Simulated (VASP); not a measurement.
## SnSe in VASP 6.6.1, single-point calculation

INCAR

```
EDIFF = 1E-7
GGA = PE
ISMEAR = -1
LCHARG = .FALSE.
ISIF = 2
IBRION = -1
LASPH = .TRUE.
ISYM = -1
ENCUT = 520
NELM = 95
LWAVE = .FALSE.
LREAL = .FALSE.
NSW = 0
PREC = Accurate
NBANDS = 17
SIGMA = 0.02
```

KPOINTS

```
KPOINTS created by Atomic Simulation Environment
0
Gamma
4 4 4
0 0 0
```

POSCAR

```
Sn Se
 1.0000000000000000
     0.0000000000000000    3.0510475958000001    3.0021131514000001
     3.0510475958000001    0.0000000000000000    3.0021131514000001
     3.0510475958000001    3.0510475958000001    0.0000000000000000
 Sn  Se
   1   1
Cartesian
  0.0000000000000000  0.0000000000000000  0.0000000000000000
  3.0510475958000001  3.0510475958000001  3.0021131513999997
```

The recommended PBE PAW datasets give the neutral cell 20 valence electrons.

Command

```
mpirun -np 1 vasp_std
```

OSZICAR

```
N       E                     dE             d eps       ncg     rms          rms(c)
DAV:   1     0.131981014190E+03    0.13198E+03   -0.98576E+03  2197   0.142E+03
DAV:   2     0.415705064846E+01   -0.12782E+03   -0.12408E+03  2386   0.344E+02
DAV:   3    -0.809598023167E+01   -0.12253E+02   -0.12170E+02  2590   0.930E+01
DAV:   4    -0.842030155809E+01   -0.32432E+00   -0.32402E+00  2709   0.160E+01
DAV:   5    -0.842950563668E+01   -0.92041E-02   -0.92036E-02  3181   0.264E+00    0.317E+00
DAV:   6    -0.825526681191E+01    0.17424E+00   -0.45139E-01  3157   0.394E+00    0.192E+00
DAV:   7    -0.825343951605E+01    0.18273E-02   -0.73220E-02  2672   0.125E+00    0.909E-01
DAV:   8    -0.825462011856E+01   -0.11806E-02   -0.75441E-03  2742   0.735E-01    0.859E-02
DAV:   9    -0.825452076345E+01    0.99355E-04   -0.12114E-03  3124   0.259E-01    0.458E-02
DAV:  10    -0.825456484861E+01   -0.44085E-04   -0.13687E-04  2603   0.688E-02    0.111E-02
DAV:  11    -0.825456871113E+01   -0.38625E-05   -0.10248E-05  2984   0.251E-02    0.218E-03
DAV:  12    -0.825456898272E+01   -0.27159E-06   -0.76610E-07  2815   0.971E-03    0.124E-03
DAV:  13    -0.825456893120E+01    0.51519E-07   -0.31893E-08  1989   0.172E-03
   1 F= -.82545689E+01 E0= -.82545687E+01  d E =-.536463E-06
```

From OUTCAR

```
k-points           NKPTS =     64   k-points in BZ     NKDIM =     64   number of bands    NBANDS=     17

   NELECT =      20.0000    total number of electrons

   dimension x,y,z NGX =    32 NGY =   32 NGZ =   32
   dimension x,y,z NGXF=    64 NGYF=   64 NGZF=   64

  energy-cutoff  :      520.00
  volume of cell :       55.89
      direct lattice vectors                 reciprocal lattice vectors
     0.000000000  3.051047596  3.002113151    -0.163878138  0.163878138  0.166549352
     3.051047596  0.000000000  3.002113151     0.163878138 -0.163878138  0.166549352
     3.051047596  3.051047596  0.000000000     0.163878138  0.163878138 -0.166549352

 k-points in reciprocal lattice and weights: KPOINTS created by Atomic Simulation Env
   0.00000000  0.00000000  0.00000000       0.016
   0.25000000  0.00000000  0.00000000       0.016
   0.50000000  0.00000000  0.00000000       0.016
  -0.25000000 -0.00000000  0.00000000       0.016
   0.00000000  0.25000000  0.00000000       0.016
   0.25000000  0.25000000  0.00000000       0.016
   0.50000000  0.25000000  0.00000000       0.016
  -0.25000000  0.25000000  0.00000000       0.016
   ...

 E-fermi :   5.5350

 k-point     1 :       0.0000    0.0000    0.0000
  band No.  band energies     occupation
      1     -16.3364      2.00000
      2     -16.3355      2.00000
      3     -16.3334      2.00000
      4     -16.3334      2.00000
      5     -16.3309      2.00000
      6      -8.4494      2.00000
      7       0.1416      2.00000
      8       3.0382      2.00000
      9       3.1985      2.00000
     10       3.1985      2.00000
     11       9.4009      0.00000
     12       9.4009      0.00000
     13       9.7744      0.00000
     14      11.1535      0.00000
     15      11.1535      0.00000
     16      11.2747      0.00000
     17      13.3085      0.00000

 k-point     2 :       0.2500    0.0000    0.0000
  band No.  band energies     occupation
      1     -16.3385      2.00000
      2     -16.3362      2.00000
      3     -16.3333      2.00000
      4     -16.3284      2.00000
      5     -16.3277      2.00000
      6      -8.0706      2.00000
      7      -1.3948      2.00000
      8       3.2056      2.00000
      9       3.2525      2.00000
     10       4.2755      2.00000
     11       7.3576      0.00000
     12       7.6451      0.00000
     13       7.8362      0.00000
     14      11.4448      0.00000
     15      12.4845      0.00000
     16      12.5039      0.00000
     17      16.3629      0.00000

 k-point     3 :       0.5000    0.0000    0.0000
  band No.  band energies     occupation
      1     -16.3417      2.00000
      2     -16.3393      2.00000
      3     -16.3324      2.00000
      4     -16.3232      2.00000
      5     -16.3217      2.00000
      6      -7.5817      2.00000
      7      -2.6301      2.00000
      8       3.3687      2.00000
      9       3.3921      2.00000
     10       5.3014      1.99998
     11       5.7686      0.00002
     12       6.5289      0.00000
     13       6.6113      0.00000
     14      13.4520      0.00000
     15      15.2791      0.00000
     16      15.4501      0.00000
     17      15.5211      0.00000

 ...

  Total       -0.7328814     -0.7328821     -0.1408321      0.0000078      0.0000060      0.0000062
  in kB      -21.0082199    -21.0082406     -4.0369870      0.0002232      0.0001718      0.0001774
  external PRESSURE =     -15.3511492 kB  Pullay stress =       0.0000000 kB

 POSITION                                       TOTAL-FORCE (eV/Angst)
 -----------------------------------------------------------------------------------
      0.00000      0.00000      0.00000        -0.000001     -0.000000      0.000000
      3.05105      3.05105      3.00211         0.000001      0.000000     -0.000000
 -----------------------------------------------------------------------------------
    total drift:                               -0.000002      0.000001      0.000001

  FREE ENERGIE OF THE ION-ELECTRON SYSTEM (eV)
  ---------------------------------------------------
  free  energy   TOTEN  =        -8.2545689312 eV

  energy  without entropy=       -8.2545683947  energy(sigma->0) =       -8.25456866
```

It converged. Results: gap between bands v and c on the k mesh 0.47 eV; least direct gap on the k mesh 0.47 eV; pressure -1.5 GPa. Band v is the last that the valence electrons fill when counted band by band, and c is the next.

These settings aren't sound, so the numbers aren't properties of the crystal.

On sound settings PBE gives a gap of 0.48 eV on its mesh and a pressure of -0.3 GPa for the intended cell.

The run took about 62 s on one core of a shared host (Intel Xeon Platinum 8488C) and held 0.21 GiB at most.
